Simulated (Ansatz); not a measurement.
**PbSe: response to strain**

PbSe is deformed so: equal xy, yz and zx engineering shear strains of -2 %. What stress and forces result, by LAPW, PAW and all-electron datasets made for the crystal?

Program: Ansatz 0.2.0. Level of theory: DFT PBEsol, scalar-relativistic. These are calculated values, not measurements.

### 1 Starting point

The structure is cubic, space group Fm-3m (No. 225). The conventional cell has a = 6.124 Å, b = 6.124 Å, c = 6.124 Å, α = 90.00°, β = 90.00°, γ = 90.00°. Around Pb (site symmetry m-3m) lie 6 Se at 3.06 Å. Se (site symmetry m-3m) has 6 Pb at 3.06 Å as nearest neighbours.

Coordinates:

```
CELL_PARAMETERS angstrom
0.00000 3.06215 3.06215
3.06215 0.00000 3.06215
3.06215 3.06215 0.00000
ATOMIC_POSITIONS crystal
Pb 0.00000 0.00000 0.00000
Se 0.50000 0.50000 0.50000
```

Atoms are numbered in the order of the input: Pb1, Se2.

### 2 The deformed structure

Space group Fm-3m before, R-3m after.

### 3 All-electron LAPW

input.yaml reads:

```yaml
crystal:
  lattice:
    - [-0.061243, 3.0315285, 3.0315285]
    - [3.0315285, -0.061243, 3.0315285]
    - [3.0315285, 3.0315285, -0.061243]
  atoms:
    - { symbol: Pb, position: [0.0, 0.0, 0.0] }
    - { symbol: Se, position: [0.5, 0.5, 0.5] }
kpoints:
  mp_grid: { grid: [9, 9, 9] }
  band_path:
    path:
      - [0.0, 0.0, 0.0]
      - [0.5, 0.5, 0.5]
      - [0.2551801333, 0.5, 0.7448198667]
      - [-0.2551801333, 0.2551801333, 0.5]
      - [0.0, 0.0, 0.5]
      - [0.0, 0.0, 0.0]
      - [-0.3775900666, 0.0, 0.3775900666]
      - [0.0, 0.3775900666, 0.6224099334]
      - [0.0, 0.5, 0.5]
    npoints: 5
scf:
  occupations: { method: fermi_dirac, width: 0.01 }
hamiltonian:
  xc: pbesol
  pseudopotentials: { kind: all_electron, lapw: { basis_error: 0.00025 } }
output:
  forces: true
  stress: true
  eigenvalues: true
```

Command:

```bash
ansatz run input.yaml --threads 1 --pin off --max-ram 3072MiB --backend cpu --events-out ev --progress --plain --runs-dir out
```

### 4 PAW with frozen cores

input.yaml reads:

```yaml
crystal:
  lattice:
    - [-0.061243, 3.0315285, 3.0315285]
    - [3.0315285, -0.061243, 3.0315285]
    - [3.0315285, 3.0315285, -0.061243]
  atoms:
    - { symbol: Pb, position: [0.0, 0.0, 0.0] }
    - { symbol: Se, position: [0.5, 0.5, 0.5] }
kpoints:
  mp_grid: { grid: [9, 9, 9] }
scf:
  occupations: { method: fermi_dirac, width: 0.01 }
hamiltonian:
  xc: pbesol
  pseudopotentials: { kind: paw }
output:
  forces: true
  stress: true
  eigenvalues: true
  efg: { contact_densities: true }
```

### 5 All-electron PAW on datasets made for the crystal

input.yaml, as its differences from that of step 4:

```diff
@@ -14,3 +14,3 @@
   xc: pbesol
-  pseudopotentials: { kind: paw }
+  pseudopotentials: { kind: all_electron, datasets: crystal }
 output:
```

(Steps that only read results are left out.)

Before running it: what results should come out? Wanted: pressure; largest shear or deviatoric stress.

**Answer**, as computed:

| quantity | value |
| --- | --- |
| pressure | LAPW -0.58, PAW -0.58, crystal datasets -0.58 GPa |
| largest shear or deviatoric stress (LAPW) | 0.34 GPa |

**Reading.** The largest part of the stress beyond the pressure is 0.34 GPa in size; the atoms are carried along and not relaxed. No run of the undeformed cell stands beside it, so the pressure holds what the given cell had before the change. PAW: stress within 0.01 GPa of LAPW. Crystal datasets: stress within 0.01 GPa of LAPW. Spin-orbit coupling is left out, though the cell holds Pb; in elements this heavy it can shift bands and gaps by tenths of an eV.

The gaps are Kohn-Sham values of a semilocal functional, not quasiparticle or optical gaps. Such gaps usually fall short of the measured ones; spin-orbit coupling, left out here, narrows gaps with Pb, so the two errors partly cancel.
